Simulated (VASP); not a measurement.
Crystal: MgO2.

```
Mg O
1.0
     1.60476    0.92651    3.49398
    -1.60476    0.92651    3.49398
     0.00000   -1.85302    3.49398
Mg O
1 2
Direct
  0.00000 0.00000 0.00000
  0.57121 0.57121 0.57121
  0.42879 0.42879 0.42879
```

The cell comes from a database or a generator and needn't be the stable form of this composition.

```yaml
Program: VASP 6.6.1
Task: relaxation of cell and atoms
Functional: HSE06
Potentials_or_basis: VASP PAW PBE potentials, release 64 (Mg, O)
Cutoff: 600 eV
k_mesh: 6 × 6 × 6
Occupations: gaussian, width 0.02 eV
Spin: no spin polarisation
```

At the start: pressure -7.0 GPa; volume 10.39 Å³/atom.

**Question.** How do energy, volume and symmetry change on relaxing?

**Answer.** Over 14 steps the energy falls by 13.8 meV/atom and the volume is 9.89 Å³/atom (-4.8 %); space group R-3m (No. 166, to 0.05 Å).

The path:
| step | energy change (eV) | largest force (eV/Å) | pressure (GPa) | volume (Å³) |
| --- | --- | --- | --- | --- |
| 1 | 0.0000 | 0.8205 | -6.99 | 31.17 |
| 2 | 0.1035 | 3.3587 | 8.21 | 29.16 |
| 3 | -0.0313 | 0.2457 | -2.72 | 30.46 |
| 4 | -0.0403 | 0.1938 | 0.41 | 29.60 |
| 5 | -0.0406 | 0.1235 | -0.10 | 29.73 |
| 6 | -0.0410 | 0.1001 | 0.61 | 29.61 |
| 7 | -0.0411 | 0.0300 | 0.38 | 29.65 |
| 8 | -0.0415 | 0.0249 | 0.09 | 29.65 |
| 9 | -0.0415 | 0.0171 | 0.12 | 29.65 |
| 10 | -0.0415 | 0.0161 | 0.18 | 29.65 |
| 11 | -0.0414 | 0.0078 | 0.27 | 29.65 |
| 12 | -0.0415 | 0.0120 | 0.16 | 29.65 |
| 13 | -0.0415 | 0.0125 | 0.13 | 29.65 |
| 14 | -0.0415 | 0.0059 | 0.02 | 29.68 |

Final structure:
```yaml
crystal:
  lattice:
    - [1.57551, 0.90962, 3.45159]
    - [-1.57551, 0.90962, 3.45159]
    - [0.00000, -1.81924, 3.45159]
  atoms:
    - { symbol: Mg, position: [0.00000, 0.00000, 0.00000] }
    - { symbol: O, position: [0.57005, 0.57005, 0.57005] }
    - { symbol: O, position: [0.42995, 0.42995, 0.42995] }
```

Caveat: the PAW data sets were made with another functional, which shifts forces and pressure a little.
